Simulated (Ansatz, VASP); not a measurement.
One calculation of NiO2, two programs

INCAR

```
SYSTEM = NiO2
PREC = Accurate
ENCUT = 520
EDIFF = 1E-7
ISMEAR = 0
SIGMA = 0.05
LREAL = .FALSE.
LASPH = .TRUE.
NELM = 60
ALGO = Normal
ISIF = 2
LWAVE = .FALSE.
LCHARG = .FALSE.
GGA = CA
NBANDS = 18
```

File KPOINTS:

```
Automatic mesh
0
G
  12 12 6
  0 0 0
```

POSCAR

```
NiO2
1.0
    2.7627792314      0.0000000000      0.0000000000
   -1.3813896157      2.3926369995      0.0000000000
    0.0000000000      0.0000000000      4.2061363981
Ni O
1 2
Direct
    0.0000000000      0.0000000000      0.5000000000
    0.6666666667      0.3333333333      0.7186230907
    0.3333333333      0.6666666667      0.2813769093
```

Input for Ansatz:

```yaml
crystal:
  lattice:
    - [2.7627792314, 0.0, 0.0]
    - [-1.3813896157, 2.3926369995, 0.0]
    - [0.0, 0.0, 4.2061363981]
  atoms:
    - { symbol: Ni, position: [0.0, 0.0, 0.5] }
    - { symbol: O, position: [0.6666666667, 0.3333333333, 0.7186230907] }
    - { symbol: O, position: [0.3333333333, 0.6666666667, 0.2813769093] }
basis:
  ecutwfc: 520.0
kpoints:
  mp_grid: { grid: [12, 12, 6] }
hamiltonian:
  xc: lda
  pseudopotentials: { kind: paw }
scf:
  occupations: { method: gaussian, width: 0.05 }
output:
  forces: true
  stress: true
  eigenvalues: true
  write_density: true
  write_potential: true
  elf: true
  volumetric_format: npy
```

The cell comes from a database or a generator and needn't be the stable form of this composition.

Alike in both runs: task single point; functional LDA; k mesh 12 × 12 × 6; occupations gaussian, width 0.05 eV; no spin polarisation.

|  | VASP | Ansatz |
| --- | --- | --- |
| version | VASP 6.6.1 | Ansatz 0.2.0 |
| potentials or method | VASP PAW LDA potentials, release 64 (Ni, O) | scalar-relativistic, plane waves, PAW |
| plane-wave cutoff (eV) | 520 | 520 |
| valence electrons in the cell | 22 | 30 |

VASP gave:

```
gap on the k mesh at the Fermi level (eV)       : 0.74
least direct gap on the mesh (eV)               : 0.99
pressure (GPa)                                  : 1.2
largest component of the traceless stress (GPa) : 0.59
rms of the force components (eV/Å)              : 0.044
```

Q: Estimate Ansatz's values.

A: gap on the k mesh at the Fermi level (eV): 0.77; least direct gap on the mesh (eV): 1.02; pressure (GPa): 0.0; largest component of the traceless stress (GPa): 0.02; rms of the force components (eV/Å): 0.000.

Atom by atom the forces differ by 0.045 eV/Å (rms over components). The two sets of potentials don't hold the same shells in valence.

A k mesh can miss the band edges. LDA gaps usually lie below the measured ones, often by a third to a half. Spin polarisation is off, so any magnetic state and its effect on volume and gap are missing.
